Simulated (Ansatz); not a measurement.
# Ni: the cost of one run

Computed with Ansatz 0.2.0 (DFT PBE, scalar-relativistic, plane waves, PAW, unless a step's input says otherwise).

2 further runs of the same task are left out: 2 set aside as unsound or not needed.

**1. The system as given**

The structure is cubic, space group Fm-3m (No. 225). Conventional cell: a = 3.518 Å, b = 3.518 Å, c = 3.518 Å, α = 90.00°, β = 90.00°, γ = 90.00°. Ni (site symmetry m-3m) has 12 Ni at 2.49 Å in its first shell of neighbours.

Structure file:

```
Ni
1.0
     0.00000    1.75924    1.75924
     1.75924    0.00000    1.75924
     1.75924    1.75924    0.00000
Ni
1
Cartesian
  0.0000 0.0000 0.0000
```

This cell was relaxed beforehand with the same method: volume 10.89 Å³/atom, gap on the mesh none (metal), site moments up to 0.7 μB.

**2. The bulk in the plane's own cell**

The same crystal, re-cut so that c stands normal to the (210) plane; its mesh matches that of the cells to come, so errors of the mesh cancel.

The input, input.yaml:

```yaml
crystal:
  lattice:
    - [3.5184757384, 0.0, 0.0]
    - [-1.7592378692, 3.9337754641, 0.0]
    - [0.0, 0.0, 7.8675509282]
  atoms:
    - { symbol: Ni, position: [0.0, 0.0, 0.0], spin: 0.75 }
    - { symbol: Ni, position: [0.4, 0.8, 0.2], spin: 0.75 }
    - { symbol: Ni, position: [0.2, 0.4, 0.6], spin: 0.75 }
    - { symbol: Ni, position: [0.7, 0.4, 0.1], spin: 0.75 }
    - { symbol: Ni, position: [0.5, 0.0, 0.5], spin: 0.75 }
    - { symbol: Ni, position: [0.9, 0.8, 0.7], spin: 0.75 }
    - { symbol: Ni, position: [0.8, 0.6, 0.4], spin: 0.75 }
    - { symbol: Ni, position: [0.6, 0.2, 0.8], spin: 0.75 }
    - { symbol: Ni, position: [0.1, 0.2, 0.3], spin: 0.75 }
    - { symbol: Ni, position: [0.3, 0.6, 0.9], spin: 0.75 }
basis:
  ecutwfc: 420
kpoints:
  mp_grid: { grid: [10, 10, 4] }
hamiltonian:
  xc: pbe
scf:
  occupations: { method: gaussian, width: 0.1 }
output:
  forces: true
  stress: true
  eigenvalues: true
  populations: true
magnetization:
  spin_polarized: true
```

The run is started by

```console
$ ansatz run input.yaml --threads 4 --pin off --max-ram 11264MiB --backend cpu --events-out ev --progress --plain --runs-dir out
```

**Question.** How long does this run take on 4 threads of Intel Xeon Platinum 8259CL at 2.50GHz (Skylake/Cascade Lake), shared host, and how much memory does it need?

About 1.9 min, with a peak of 2.2 GiB.
